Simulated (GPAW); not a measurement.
A run of GPAW 26.7.0 is set up as follows.

The input run.py:

```python
import numpy as np
from ase.dft.bandgap import bandgap
from ase.io import read, write
from ase.units import GPa
from gpaw import GPAW, PW, setup_paths
from gpaw.spinorbit import soc_eigenstates

setup_paths.insert(0, '.')

atoms = read('CdO.cif')

calc = GPAW(mode=PW(800),
            xc='GGA_X_PW91+GGA_C_PW91',
            kpts={'size': (8, 8, 8), 'gamma': True},
            occupations={'name': 'fermi-dirac', 'width': 0.05},
            nbands=18,
            convergence={'density': 1e-05, 'energy': 1e-05},
            maxiter=150,
            txt='gpaw.txt')
atoms.calc = calc
energy = atoms.get_potential_energy()
forces = atoms.get_forces()
stress = atoms.get_stress()
calc.write('gs.gpw')
write('result.traj', atoms)
print(f'Energy: {energy:.6f} eV')
print('Forces (eV/A):')
print(forces.round(4))
print('Stress (GPa):', (stress / GPa).round(3))
print('Fermi level:', round(calc.get_fermi_level(), 4), 'eV')
print(f'Gap: {bandgap(calc)[0]:.4f} eV, direct: {bandgap(calc, direct=True)[0]:.4f} eV')

path = atoms.cell.bandpath('GXWKGLUWLK,UX', npoints=80, eps=1e-4)
bs_calc = calc.fixed_density(kpts=path, symmetry='off', nbands=27,
                             convergence={'bands': 'CBM+6.0', 'eigenstates': 1e-6}, txt='bands.txt')
bs = bs_calc.band_structure()
bs.write('bs.json')
print(f'Gap on the path: {bandgap(bs_calc)[0]:.4f} eV')

soc = soc_eigenstates(bs_calc, theta=0, phi=0)
np.savetxt('soc_bands.dat', soc.eigenvalues(), fmt='%.4f')
mesh = soc_eigenstates('gs.gpw', theta=0, phi=0)
np.savetxt('soc_mesh.dat', mesh.eigenvalues(), fmt='%.4f')
print('Fermi level with spin-orbit coupling:', round(mesh.fermi_level, 4), 'eV')
```

Contents of CdO.cif:

```cif
data_CdO
_cell_length_a 3.32269476
_cell_length_b 3.32269476
_cell_length_c 3.32269476
_cell_angle_alpha 60.00000000
_cell_angle_beta 60.00000000
_cell_angle_gamma 60.00000000
_space_group_name_H-M_alt 'P1'
_space_group_name_Hall 'P 1'
_space_group_IT_number 1
loop_
_space_group_symop_operation_xyz
'x,y,z'
loop_
_atom_site_label
_atom_site_type_symbol
_atom_site_symmetry_multiplicity
_atom_site_Wyckoff_symbol
_atom_site_fract_x
_atom_site_fract_y
_atom_site_fract_z
_atom_site_occupancy
Cd1 Cd 1 a 0.0000000000 0.0000000000 0.0000000000 1
O1 O 1 a 0.5000000000 0.5000000000 0.5000000000 1
```

Potentials or basis: PAW data sets generated in the run's folder for this functional, pw.

The run is started by

```sh
$ gpaw-setup -f GGA_X_PW91+GGA_C_PW91 Cd O
$ OMP_NUM_THREADS=1 python run.py
```

(1) What does it give for the band gap along the path?

(2) Estimate the pressure.

Results:

(1) none (metal or under the smearing width).

(2) 4.9 GPa.

Caveat: spin-orbit coupling was added after a scalar SCF, so levels and gaps hold it while energy, forces, pressure and moments don't; this program's spin-orbit splittings come out too wide for heavy elements; this crystal is a semiconductor, whose small gap the functional closes, so the metal is an error of the method.
